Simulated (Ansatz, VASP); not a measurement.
## One calculation of Zn2Si2N, two programs

```
Zn Si N
1.0
     4.46346    0.00000    0.00000
     0.00000    4.46346    0.00000
     0.00000    0.00000    4.88847
Zn Si N
2 2 1
Cartesian
  0.0000 0.0000 2.4442
  0.0000 0.0000 0.0000
  2.2317 0.0000 2.4442
  0.0000 2.2317 2.4442
  2.2317 2.2317 2.4442
```

Alike in both runs: functional PBE; k mesh 4 × 4 × 4; occupations gaussian, width 0.1 eV; no spin polarisation.

Ansatz relaxed the structure, and its values are those at the end. VASP's run is a single point on that final structure, the one shown.

|  | VASP | Ansatz |
| --- | --- | --- |
| version | VASP 6.6.1 | Ansatz 0.2.0 |
| potentials or method | VASP PAW PBE potentials, release 64 (Zn, Si, N) | scalar-relativistic, plane waves, PAW |
| plane-wave cutoff (eV) | 520 | 420 |
| valence electrons in the cell | 37 | 37 |

|  | VASP | Ansatz | Ansatz less VASP |
| --- | --- | --- | --- |
| gap on the k mesh at the Fermi level (eV) | none | none | - |
| pressure (GPa) | 0.1 | -0.1 | -0.13 |

A gap of «none» marks a metal or a gap that the smearing closes.
